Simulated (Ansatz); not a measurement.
Set up this calculation in Ansatz 0.2.0, as an ASE script.

```yaml
Task: equation of state
Functional: PBEsol
Dispersion: D3(BJ)+ATM
Potentials_or_basis: Ansatz PAW
Cutoff: 420 eV
Density_cutoff: 1680 eV
k_mesh: 10 × 10 × 6
Occupations: methfessel-paxton, width 0.01 eV
Spin: no spin polarisation
Driver: calculator
Conventional: yes
Eos: birch
```

The structure of Ti lies in Ti.cif:

```cif
data_Ti
_cell_length_a 2.95000000
_cell_length_b 2.95000000
_cell_length_c 4.68000000
_cell_angle_alpha 90.00000000
_cell_angle_beta 90.00000000
_cell_angle_gamma 120.00000000
_space_group_name_H-M_alt 'P6_3/mmc'
_space_group_name_Hall '-P 6c 2c'
_space_group_IT_number 194
loop_
_space_group_symop_operation_xyz
'x,y,z'
'-x,-y,-z'
'x-y,x,z+1/2'
'-x+y,-x,-z+1/2'
'-y,x-y,z'
'y,-x+y,-z'
'-x,-y,z+1/2'
'x,y,-z+1/2'
'-x+y,-x,z'
'x-y,x,-z'
'y,-x+y,z+1/2'
'-y,x-y,-z+1/2'
'-y,-x,-z+1/2'
'y,x,z+1/2'
'-x,-x+y,-z'
'x,x-y,z'
'-x+y,y,-z+1/2'
'x-y,-y,z+1/2'
'y,x,-z'
'-y,-x,z'
'x,x-y,-z+1/2'
'-x,-x+y,z+1/2'
'x-y,-y,-z'
'-x+y,y,z'
loop_
_atom_site_label
_atom_site_type_symbol
_atom_site_symmetry_multiplicity
_atom_site_Wyckoff_symbol
_atom_site_fract_x
_atom_site_fract_y
_atom_site_fract_z
_atom_site_occupancy
Ti1 Ti 2 c 0.6666666667 0.3333333333 0.7500000000 1
```

These files were run (other wordings do the same):

run.py

```python
import json

import ase.io
import numpy as np
from ase.calculators.calculator import CalculationFailed, Calculator
from ase.stress import full_3x3_to_voigt_6_stress
from ase.units import GPa
from ase.eos import EquationOfState

import ansatz as az

class AnsatzCalculator(Calculator):
    implemented_properties = ["energy", "free_energy", "forces", "stress", "magmom"]

    def calculate(self, atoms, properties, system_changes):
        super().calculate(atoms, properties, system_changes)
        structure = atoms.copy()
        structure.set_constraint()
        structure.set_momenta(None)
        structure.set_masses(None)
        outcome = (
            az.Crystal.from_ase(structure)
            .calculation()
            .basis(xc_grid=2)
            .kpoints(10, 10, 6)
            .functional("pbesol", dispersion="d3bjatm")
            .pseudopotentials(kind="paw")
            .scf(extra_bands=4, tolerance=2e-10)
            .occupations(method="methfessel_paxton", width=0.01)
            .forces()
            .stress()
            .run(threads=2)
        )
        if not outcome.report["converged"]:
            raise CalculationFailed("SCF not converged")
        report = outcome.report
        self.results = {
            "free_energy": report["lagrangian_ev"],
            "energy": report["lagrangian_ev"],
            "forces": np.array(report["forces_ev_ang"]),
            "stress": -GPa * full_3x3_to_voigt_6_stress(report["stress_gpa"]),
            "magmom": report["magnetization_mub"],
        }

np.set_printoptions(precision=5, suppress=True, linewidth=110)
atoms = ase.io.read("Ti.cif")
atoms.info.pop("occupancy", None)
atoms.calc = AnsatzCalculator()
cell = atoms.cell.copy()
volumes, energies = [], []
for x in (0.94, 0.96, 0.98, 1.0, 1.02, 1.04, 1.06):
    atoms.set_cell(cell * x ** (1 / 3), scale_atoms=True)
    volumes.append(atoms.get_volume() / len(atoms))
    energies.append(atoms.get_potential_energy() / len(atoms))
    print(f"x {x:.2f}  V = {volumes[-1]:.4f} A^3/atom  E = {energies[-1]:.6f} eV/atom  P = {-atoms.get_stress()[:3].mean() / GPa:.3f} GPa")
v0, e0, b0 = EquationOfState(volumes, energies, eos="birch").fit()
print(f"V0 = {v0:.4f} A^3/atom, E0 = {e0:.6f} eV/atom, B0 = {b0 / GPa:.2f} GPa")
```

Potentials or basis: Ansatz PAW.

Run with:

```bash
$ python run.py
```

It gave:

```json
{
  "Equilibrium volume": "15.99 Å³/atom (rough: see the caveat)",
  "Bulk modulus at fixed shape and positions": "119 GPa (rough)"
}
```

Caveat: the fit is doubtful: noisy points or a state that changes with volume; the minimum lies outside the volumes run; the cell was scaled at fixed shape and fractional positions, which overstates the stiffness of a crystal with free parameters, most of all of layers and chains.

Wall time 3.7 s on 2 threads of Intel(R) Xeon(R) 6975P-C (Granite Rapids) (shared host), peak memory 0.48 GiB.
